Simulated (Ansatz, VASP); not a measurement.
## Two plane-wave programs on RbBr

```
Rb Br
1.0
     3.79599    0.00000    0.00000
     0.00000    3.79599    0.00000
     0.00000    0.00000    3.96103
Rb Br
1 1
Direct
  0.00000 0.00000 0.00000
  0.50000 0.50000 0.50000
```

Change from the starting cell: strain -0.080 along x and y, -0.040 along z, atoms carried along.

Alike in both runs: task single point; functional PBE; k mesh 6 × 6 × 6; occupations gaussian, width 0.05 eV; no spin polarisation.

|  | VASP | Ansatz |
| --- | --- | --- |
| version | VASP 6.6.1 | Ansatz 0.2.0 |
| potentials or method | VASP PAW PBE potentials, release 64 (Rb_sv, Br) | scalar-relativistic, plane waves, PAW |
| plane-wave cutoff (eV) | 520 | 420 |
| valence electrons in the cell | 16 | 16 |

VASP gave:

| Quantity | Value |
| --- | --- |
| gap on the k mesh at the Fermi level (eV) | 4.76 |
| least direct gap on the mesh (eV) | 4.90 |
| pressure (GPa) | 6.9 |
| largest component of the traceless stress (GPa) | 1.02 |

Question: Estimate Ansatz's values.

Answer: gap on the k mesh at the Fermi level (eV): 4.77; least direct gap on the mesh (eV): 4.90; pressure (GPa): 6.8; largest component of the traceless stress (GPa): 1.02.

A k mesh can miss the band edges.
